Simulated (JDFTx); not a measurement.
# BN (F-43m) in JDFTx: a series of runs

The runs below take BN through relaxation of cell and atoms, relaxation of the atoms, with PBEsol.

Everything below comes from runs of JDFTx 1.7.0 (patched build). Logs are shortened: lines on timing, memory, paths and dates and some standing lists are left out, and cuts for length are marked. The log counts tension as positive stress, the text compression.

### 1 The crystal as given

Symmetry: F-43m, No. 216, cubic system. Conventional cell: a = 3.626 Å, b = 3.626 Å, c = 3.626 Å, α = 90.00°, β = 90.00°, γ = 90.00°. Around N (site symmetry -43m) lie 4 B at 1.57 Å. B (site symmetry -43m) is surrounded by 4 N at 1.57 Å.

The cell is a database's computed one.

### 2 Relaxation of cell and atoms, PBEsol

BN.in

```
lattice Face-Centered Cubic 6.8521507073
coords-type Lattice
ion N      0.2500000000     0.2500000000     0.2500000000 1
ion B      0.0000000000     0.0000000000     0.0000000000 1

ion-species pseudo/N.upf
ion-species pseudo/B.upf
elec-cutoff 42 336
elec-ex-corr gga-PBEsol
kpoint-folding 13 13 13
elec-smearing Fermi 0.0018374661
elec-n-bands 9
electronic-SCF nIterations 100 energyDiffThreshold 1e-10
electronic-minimize nIterations 30 energyDiffThreshold 1e-7
forces-output-coords Cartesian
lattice-minimize nIterations 30 energyDiffThreshold 1e-7

dump-name run.$VAR
dump End Ecomponents EigStats BandEigs Kpoints Forces Stress ElecDensity Dtot KEdensity
```

Potentials or basis: PseudoDojo-SR-PBEsol-0.4.1-standard.

On the command line:

```sh
$ jdftx -c 1 -i BN.in -o BN.out
```

The log of the run:

```text
*************** JDFTx 1.7.0 (patched build) ***************

Input parsed successfully to the following command list (including defaults):
[... the input with its defaults ...]

---------- Setting up symmetries ----------

Found 48 point-group symmetries of the bravais lattice
Found 24 space-group symmetries with basis
Applied RMS atom displacement 0 bohrs to make symmetries exact.

---------- Initializing the Grid ----------
R =
[            0      3.42608      3.42608  ]
[      3.42608            0      3.42608  ]
[      3.42608      3.42608            0  ]
unit cell volume = 80.4305
G =
[  -0.916965   0.916965   0.916965  ]
[   0.916965  -0.916965   0.916965  ]
[   0.916965   0.916965  -0.916965  ]
Minimum fftbox size, Smin = [  40  40  40  ]
Chosen fftbox size, S = [  40  40  40  ]

---------- Initializing tighter grid for wavefunction operations ----------
R =
[            0      3.42608      3.42608  ]
[      3.42608            0      3.42608  ]
[      3.42608      3.42608            0  ]
unit cell volume = 80.4305
G =
[  -0.916965   0.916965   0.916965  ]
[   0.916965  -0.916965   0.916965  ]
[   0.916965   0.916965  -0.916965  ]
Minimum fftbox size, Smin = [  32  32  32  ]
Chosen fftbox size, S = [  32  32  32  ]

---------- Exchange Correlation functional ----------
Initalized PBEsol GGA exchange.
Initalized PBEsol GGA correlation.

---------- Setting up pseudopotentials ----------
Width of ionic core gaussian charges (only for fluid interactions / plotting) set to 0

Reading pseudopotential file 'pseudo/N.upf':
  'N' pseudopotential, 'PBESOL' functional
  Generated using ONCVPSP code by D. R. Hamann
  5 valence electrons, 2 orbitals, 4 projectors, 1001 radial grid points, with lMax = 1
    2S    l: 0   occupation:  2.0   eigenvalue: -0.678237
    2P    l: 1   occupation:  3.0   eigenvalue: -0.258576
  Core radius for overlap checks: 1.31 bohrs.

Reading pseudopotential file 'pseudo/B.upf':
  'B' pseudopotential, 'PBESOL' functional
  Generated using ONCVPSP code by D. R. Hamann
  3 valence electrons, 2 orbitals, 4 projectors, 1001 radial grid points, with lMax = 1
    2S    l: 0   occupation:  2.0   eigenvalue: -0.344017
    2P    l: 1   occupation:  1.0   eigenvalue: -0.130657
  Core radius for overlap checks: 1.18 bohrs.

Initialized 2 species with 2 total atoms.

Folded 1 k-points by 13x13x13 to 2197 k-points.

---------- Setting up k-points, bands, fillings ----------
Adding inversion symmetry to k-mesh for non-inversion-symmetric unit cell.
Reduced to 84 k-points under symmetry.
Computing the number of bands and number of electrons
Calculating initial fillings.
nElectrons:   8.000000   nBands: 9   nStates: 84

----- Setting up reduced wavefunction bases (one per k-point) -----
average nbasis = 1045.639 , ideal nbasis = 1045.656

---------- Setting up ewald sum ----------
Optimum gaussian width for ewald sums = 1.556064 bohr.
Real space sum over 1331 unit cells with max indices [  5  5  5  ]
Reciprocal space sum over 2197 terms with max indices [  6  6  6  ]

---------- Allocating electronic variables ----------
Initializing wave functions:  linear combination of atomic orbitals
Note: number of bands (9) exceeds available atomic orbitals (8)
N pseudo-atom occupations:   s ( 2 )  p ( 3 )
B pseudo-atom occupations:   s ( 2 )  p ( 1 )
	FillingsUpdate:  mu: +0.617117504  nElectrons: 8.000000
LCAOMinimize: Iter:   0  F: -12.8180920800688387  |grad|_K:  4.493e-03  alpha:  1.000e+00
	FillingsUpdate:  mu: +0.606568818  nElectrons: 8.000000
LCAOMinimize: Iter:   1  F: -12.8475542211806477  |grad|_K:  2.493e-04  alpha:  4.048e-01  linmin: -5.061e-01  cgtest:  6.936e-01
LCAOMinimize: Encountered beta<0, resetting CG.
[... 6 lines of inner loops ...]
LCAOMinimize: Iter:   4  F: -12.8477140867745643  |grad|_K:  4.680e-07  alpha:  4.948e-01  linmin:  2.573e-05  cgtest: -7.317e-05
	FillingsUpdate:  mu: +0.605703722  nElectrons: 8.000000
LCAOMinimize: Iter:   5  F: -12.8477140873775522  |grad|_K:  1.445e-08  alpha:  8.091e-01  linmin:  3.972e-04  cgtest: -1.783e-04
LCAOMinimize: Converged (|Delta F|<1.000000e-06 for 2 iters).

--------- Lattice Minimization ---------

-------- Electronic minimization -----------
Will mix electronic density at each iteration.
	FillingsUpdate:  mu: +0.605703722  nElectrons: 8.000000
	FillingsUpdate:  mu: +0.513915007  nElectrons: 8.000000
SCF: Cycle:  0   F: -12.894783155016521   dF: -4.707e-02   |Residual|: 4.812e-02   |deigs|: 2.069e-01
	FillingsUpdate:  mu: +0.515417153  nElectrons: 8.000000
SCF: Cycle:  1   F: -12.895121416964399   dF: -3.383e-04   |Residual|: 2.434e-02   |deigs|: 1.157e-02
	FillingsUpdate:  mu: +0.517362659  nElectrons: 8.000000
SCF: Cycle:  2   F: -12.895184320181567   dF: -6.290e-05   |Residual|: 1.986e-03   |deigs|: 4.117e-03
	FillingsUpdate:  mu: +0.517529531  nElectrons: 8.000000
SCF: Cycle:  3   F: -12.895184815413145   dF: -4.952e-07   |Residual|: 9.988e-04   |deigs|: 4.443e-04
	FillingsUpdate:  mu: +0.517643124  nElectrons: 8.000000
SCF: Cycle:  4   F: -12.895184935449242   dF: -1.200e-07   |Residual|: 7.029e-05   |deigs|: 2.236e-04
	FillingsUpdate:  mu: +0.517648570  nElectrons: 8.000000
SCF: Cycle:  5   F: -12.895184946994046   dF: -1.154e-08   |Residual|: 2.904e-05   |deigs|: 1.288e-04
	FillingsUpdate:  mu: +0.517652518  nElectrons: 8.000000
SCF: Cycle:  6   F: -12.895184949901273   dF: -2.907e-09   |Residual|: 6.421e-06   |deigs|: 1.821e-04
	FillingsUpdate:  mu: +0.517653160  nElectrons: 8.000000
SCF: Cycle:  7   F: -12.895184950497713   dF: -5.964e-10   |Residual|: 2.746e-06   |deigs|: 4.121e-05
	FillingsUpdate:  mu: +0.517652986  nElectrons: 8.000000
SCF: Cycle:  8   F: -12.895184950638029   dF: -1.403e-10   |Residual|: 1.079e-06   |deigs|: 1.262e-05
[... 32 lines left out ...]
# Energy components:
   Eewald =      -13.1304314008306182
       EH =        1.7751361464329394
     Eloc =       -5.9702648559945288
      Enl =       -1.0707180582716262
      Exc =       -4.3264059992708130
 Exc_core =        0.4768941023485273
       KE =        9.3506051149108238
-------------------------------------
     Etot =      -12.8951849506752936
       TS =        0.0000000000000013
-------------------------------------
        F =      -12.8951849506752954

LatticeMinimize: Iter:   0  F: -12.895184950675295  |grad|_K:  6.331e-03

#--- Lowdin population analysis ---
# oxidation-state N -0.317
# oxidation-state B +0.342

-------- Electronic minimization -----------
Will mix electronic density at each iteration.
	FillingsUpdate:  mu: +0.517652952  nElectrons: 8.000000
	FillingsUpdate:  mu: +0.519276962  nElectrons: 8.000000
SCF: Cycle:  0   F: -12.895221658350490   dF: -1.623e-06   |Residual|: 3.184e-04   |deigs|: 1.788e-05
	FillingsUpdate:  mu: +0.519268101  nElectrons: 8.000000
SCF: Cycle:  1   F: -12.895221756960515   dF: -9.861e-08   |Residual|: 6.444e-05   |deigs|: 4.341e-05
	FillingsUpdate:  mu: +0.519264979  nElectrons: 8.000000
SCF: Cycle:  2   F: -12.895221766373973   dF: -9.413e-09   |Residual|: 3.674e-05   |deigs|: 1.716e-05
	FillingsUpdate:  mu: +0.519261442  nElectrons: 8.000000
SCF: Cycle:  3   F: -12.895221767127113   dF: -7.531e-10   |Residual|: 9.841e-06   |deigs|: 1.024e-05
	FillingsUpdate:  mu: +0.519261565  nElectrons: 8.000000
SCF: Cycle:  4   F: -12.895221767291899   dF: -1.648e-10   |Residual|: 4.454e-06   |deigs|: 6.797e-06
	FillingsUpdate:  mu: +0.519261316  nElectrons: 8.000000
SCF: Cycle:  5   F: -12.895221767315103   dF: -2.320e-11   |Residual|: 7.705e-07   |deigs|: 6.686e-06
	FillingsUpdate:  mu: +0.519261267  nElectrons: 8.000000
SCF: Cycle:  6   F: -12.895221767317913   dF: -2.810e-12   |Residual|: 3.555e-07   |deigs|: 7.305e-06
[... 28 lines left out ...]
# Energy components:
   Eewald =      -13.1415587017213298
       EH =        1.7727678030198675
     Eloc =       -5.9608142736822129
      Enl =       -1.0721015331206472
      Exc =       -4.3283587043678953
 Exc_core =        0.4768941090121792
       KE =        9.3579495335421274
-------------------------------------
     Etot =      -12.8952217673179117
       TS =        0.0000000000000013
-------------------------------------
        F =      -12.8952217673179135

LatticeMinimize: Iter:   1  F: -12.895221767317913  |grad|_K:  5.295e-03  alpha:  1.000e+00  linmin: -1.000e+00

#--- Lowdin population analysis ---
# oxidation-state N -0.317
# oxidation-state B +0.342

-------- Electronic minimization -----------
Will mix electronic density at each iteration.
	FillingsUpdate:  mu: +0.519261267  nElectrons: 8.000000
	FillingsUpdate:  mu: +0.527200367  nElectrons: 8.000000
SCF: Cycle:  0   F: -12.895304894947971   dF: -3.961e-05   |Residual|: 1.535e-03   |deigs|: 4.636e-05
	FillingsUpdate:  mu: +0.527157053  nElectrons: 8.000000
SCF: Cycle:  1   F: -12.895306659696189   dF: -1.765e-06   |Residual|: 3.376e-04   |deigs|: 2.085e-04
	FillingsUpdate:  mu: +0.527140543  nElectrons: 8.000000
SCF: Cycle:  2   F: -12.895306702954567   dF: -4.326e-08   |Residual|: 1.637e-04   |deigs|: 3.644e-05
	FillingsUpdate:  mu: +0.527124572  nElectrons: 8.000000
SCF: Cycle:  3   F: -12.895306717294723   dF: -1.434e-08   |Residual|: 2.393e-05   |deigs|: 6.542e-05
	FillingsUpdate:  mu: +0.527124145  nElectrons: 8.000000
SCF: Cycle:  4   F: -12.895306717876093   dF: -5.814e-10   |Residual|: 9.289e-06   |deigs|: 4.155e-05
	FillingsUpdate:  mu: +0.527122900  nElectrons: 8.000000
SCF: Cycle:  5   F: -12.895306718041036   dF: -1.649e-10   |Residual|: 1.074e-06   |deigs|: 1.398e-04
	FillingsUpdate:  mu: +0.527122959  nElectrons: 8.000000
SCF: Cycle:  6   F: -12.895306718060056   dF: -1.902e-11   |Residual|: 1.033e-06   |deigs|: 8.048e-05
[... 30 lines left out ...]
# Energy components:
   Eewald =      -13.1957839536155817
       EH =        1.7612793791831578
     Eloc =       -5.9148513877005229
      Enl =       -1.0788422777102376
      Exc =       -4.3378903760332950
 Exc_core =        0.4768941614653390
       KE =        9.3938877363468549
-------------------------------------
     Etot =      -12.8953067180642833
       TS =        0.0000000000000013
-------------------------------------
        F =      -12.8953067180642851

LatticeMinimize: Iter:   2  F: -12.895306718064285  |grad|_K:  2.076e-04  alpha:  1.000e+00  linmin: -1.000e+00

#--- Lowdin population analysis ---
# oxidation-state N -0.316
# oxidation-state B +0.341

-------- Electronic minimization -----------
Will mix electronic density at each iteration.
	FillingsUpdate:  mu: +0.527122875  nElectrons: 8.000000
	FillingsUpdate:  mu: +0.527416590  nElectrons: 8.000000
SCF: Cycle:  0   F: -12.895306833803646   dF: -4.425e-08   |Residual|: 6.059e-05   |deigs|: 1.123e-05
	FillingsUpdate:  mu: +0.527415554  nElectrons: 8.000000
SCF: Cycle:  1   F: -12.895306845501343   dF: -1.170e-08   |Residual|: 2.243e-05   |deigs|: 1.061e-05
	FillingsUpdate:  mu: +0.527414888  nElectrons: 8.000000
SCF: Cycle:  2   F: -12.895306845992142   dF: -4.908e-10   |Residual|: 1.186e-05   |deigs|: 7.338e-06
	FillingsUpdate:  mu: +0.527413835  nElectrons: 8.000000
SCF: Cycle:  3   F: -12.895306846084067   dF: -9.192e-11   |Residual|: 1.448e-06   |deigs|: 8.313e-06
	FillingsUpdate:  mu: +0.527413847  nElectrons: 8.000000
SCF: Cycle:  4   F: -12.895306846091078   dF: -7.011e-12   |Residual|: 5.475e-07   |deigs|: 8.400e-06
SCF: Converged (|Delta E|<1.000000e-10 for 2 iters).
[... 27 lines left out ...]
# Energy components:
   Eewald =      -13.1977851600035798
       EH =        1.7608571078844744
     Eloc =       -5.9131582537892724
      Enl =       -1.0790913442197922
      Exc =       -4.3382426690751492
 Exc_core =        0.4768941620189950
       KE =        9.3952193110932480
-------------------------------------
     Etot =      -12.8953068460910760
       TS =        0.0000000000000013
-------------------------------------
        F =      -12.8953068460910778

LatticeMinimize: Iter:   3  F: -12.895306846091078  |grad|_K:  1.803e-05  alpha:  1.000e+00  linmin: -1.000e+00

#--- Lowdin population analysis ---
# oxidation-state N -0.316
# oxidation-state B +0.341

-------- Electronic minimization -----------
Will mix electronic density at each iteration.
	FillingsUpdate:  mu: +0.527413847  nElectrons: 8.000000
	FillingsUpdate:  mu: +0.527437923  nElectrons: 8.000000
SCF: Cycle:  0   F: -12.895306846763168   dF: -8.031e-11   |Residual|: 3.952e-06   |deigs|: 6.411e-06
	FillingsUpdate:  mu: +0.527437856  nElectrons: 8.000000
SCF: Cycle:  1   F: -12.895306847070342   dF: -3.072e-10   |Residual|: 1.785e-06   |deigs|: 1.443e-05
	FillingsUpdate:  mu: +0.527437791  nElectrons: 8.000000
SCF: Cycle:  2   F: -12.895306847070968   dF: -6.253e-13   |Residual|: 1.092e-06   |deigs|: 7.024e-06
	FillingsUpdate:  mu: +0.527437690  nElectrons: 8.000000
SCF: Cycle:  3   F: -12.895306847071442   dF: -4.743e-13   |Residual|: 1.232e-07   |deigs|: 2.201e-05
SCF: Converged (|Delta E|<1.000000e-10 for 2 iters).
[... 27 lines left out ...]
# Energy components:
   Eewald =      -13.1979496836583863
       EH =        1.7608224938581991
     Eloc =       -5.9130191521067399
      Enl =       -1.0791119041918749
      Exc =       -4.3382716578647491
 Exc_core =        0.4768941620581659
       KE =        9.3953288948339466
-------------------------------------
     Etot =      -12.8953068470714403
       TS =        0.0000000000000013
-------------------------------------
        F =      -12.8953068470714420

LatticeMinimize: Iter:   4  F: -12.895306847071442  |grad|_K:  2.781e-06  alpha:  1.000e+00  linmin: -1.000e+00

#--- Lowdin population analysis ---
# oxidation-state N -0.316
# oxidation-state B +0.341

-------- Electronic minimization -----------
Will mix electronic density at each iteration.
	FillingsUpdate:  mu: +0.527437690  nElectrons: 8.000000
	FillingsUpdate:  mu: +0.527441325  nElectrons: 8.000000
SCF: Cycle:  0   F: -12.895306847086353   dF: -1.865e-12   |Residual|: 5.647e-07   |deigs|: 1.018e-05
	FillingsUpdate:  mu: +0.527441314  nElectrons: 8.000000
SCF: Cycle:  1   F: -12.895306847093176   dF: -6.823e-12   |Residual|: 2.495e-07   |deigs|: 1.428e-05
SCF: Converged (|Delta E|<1.000000e-10 for 2 iters).
[... 27 lines left out ...]
# Energy components:
   Eewald =      -13.1979744345093071
       EH =        1.7608172119653982
     Eloc =       -5.9129980756225118
      Enl =       -1.0791149921707588
      Exc =       -4.3382759908231483
 Exc_core =        0.4768941620639718
       KE =        9.3953452720031834
-------------------------------------
     Etot =      -12.8953068470931740
       TS =        0.0000000000000013
-------------------------------------
        F =      -12.8953068470931758

LatticeMinimize: Iter:   5  F: -12.895306847093176  |grad|_K:  2.410e-07  alpha:  1.000e+00  linmin: -1.000e+00
LatticeMinimize: Converged (|Delta F|<1.000000e-07 for 2 iters).

#--- Lowdin population analysis ---
# oxidation-state N -0.316
# oxidation-state B +0.341

Dumping 'run.eigStats' ...
	eMin: -0.333878 at state 0 ( [ +0.000000 +0.000000 +0.000000 ] spin 0 )
	HOMO: +0.412647 at state 0 ( [ +0.000000 +0.000000 +0.000000 ] spin 0 )
	mu  : +0.527441
	LUMO: +0.575285 at state 47 ( [ +0.000000 +0.461538 +0.461538 ] spin 0 )
	eMax: +1.317277 at state 0 ( [ +0.000000 +0.000000 +0.000000 ] spin 0 )
	HOMO-LUMO gap: +0.162639
	Optical gap  : +0.325503 at state 0 ( [ +0.000000 +0.000000 +0.000000 ] spin 0 )
Done!
[note: mu as printed may lie anywhere between the filled and the empty levels]
```

Run time: 57 s. Hardware: 1 thread of Intel Xeon Platinum 8488C (Sapphire Rapids), shared host; peak memory 0.07 GiB.

Results:

```yaml
Free_energy: -350.8992 eV
Relaxed_volume: 5.87 Å³/atom
Relaxed_cell: a = 2.551 Å, b = 2.551 Å, c = 2.551 Å, α = 60.00°, β = 60.00°, γ = 60.00°
Space_group_after_relaxing_to_0.05_Å: F-43m (No. 216)
Energy_gained_by_relaxing: 1.7 meV/atom
Ionic_steps: 6
Pressure_after_relaxing: 0.0 GPa
Band_gap_on_the_k_mesh: 4.43 eV, indirect (least direct gap 8.86 eV)
Loewdin_charges: N -0.32; B +0.34 e
```

The path:
```csv
step,energy change (eV),largest force (eV/Å),pressure (GPa),volume (Å³)
1,0.0000,0.0000,-5.77,11.92
2,-0.0010,0.0000,-4.84,11.89
3,-0.0033,0.0000,-0.19,11.74
4,-0.0033,0.0000,-0.02,11.74
5,-0.0033,0.0000,0.00,11.74
6,-0.0033,0.0000,0.00,11.74
```

Final structure:
```
N B
1.0
     0.00000    1.80372    1.80372
     1.80372    0.00000    1.80372
     1.80372    1.80372    0.00000
N B
1 1
Direct
  0.25000 0.25000 0.25000
  0.00000 0.00000 0.00000
```

Caveat: an odd mesh through Γ misses points on the zone boundary, where band edges often lie.

### 3 Relaxation of the atoms, PBEsol (relaxed cell strained by 0.01 in Voigt component 1)

Changes to BN.in since step 2:

```diff
@@ -1,4 +1,7 @@
-lattice Face-Centered Cubic 6.8521507073
+lattice \
+    0.0000000000     3.4426253991     3.4426253991 \
+    3.4085399991     0.0000000000     3.4085399991 \
+    3.4085399991     3.4085399991     0.0000000000
 coords-type Lattice
-ion N      0.2500000000     0.2500000000     0.2500000000 1
+ion N      0.2499999900     0.2499999900     0.2499999900 1
 ion B      0.0000000000     0.0000000000     0.0000000000 1
@@ -15,3 +18,3 @@
 forces-output-coords Cartesian
-lattice-minimize nIterations 30 energyDiffThreshold 1e-7
+ionic-minimize nIterations 20 energyDiffThreshold 1e-8 knormThreshold 2e-5
```

Potentials or basis: PseudoDojo-SR-PBEsol-0.4.1-standard.

On the command line:

```sh
$ jdftx -c 1 -i BN.in -o BN.out
```

Wall time 45 s (1 thread of Intel Xeon Platinum 8488C (Sapphire Rapids), shared host); peak memory 0.12 GiB.

The run converged. Its results:

```
Free energy             : -350.8963 eV
Pressure after relaxing : -3.8 GPa
Band gap on the k mesh  : 4.32 eV, indirect (least direct gap 8.75 eV)
Loewdin charges         : N -0.32; B +0.34 e
```

Stress tensor (GPa, compression positive):
```
-7.84  0.00  0.00
 0.00 -1.74  0.00
 0.00  0.00 -1.74
```

Final structure:
```yaml
crystal:
  lattice:
    - [0.00000, 1.80372, 1.80372]
    - [1.82176, 0.00000, 1.80372]
    - [1.82176, 1.80372, 0.00000]
  atoms:
    - { symbol: N, position: [0.25000, 0.25000, 0.25000] }
    - { symbol: B, position: [0.00000, 0.00000, 0.00000] }
```

Levels at points of the mesh, in eV from the valence-band top:
| k point | band 1 | band 2 | band 3 | band 4 | band 5 |
| --- | --- | --- | --- | --- | --- |
| (0.00, 0.00, 0.00) | -20.23 | -0.10 | 0.00 | 0.00 | 8.75 |

Caveat: the relaxation stopped at its first step, so nothing moved; an odd mesh through Γ misses points on the zone boundary, where band edges often lie.

(Part 1 of 2 ends here.)
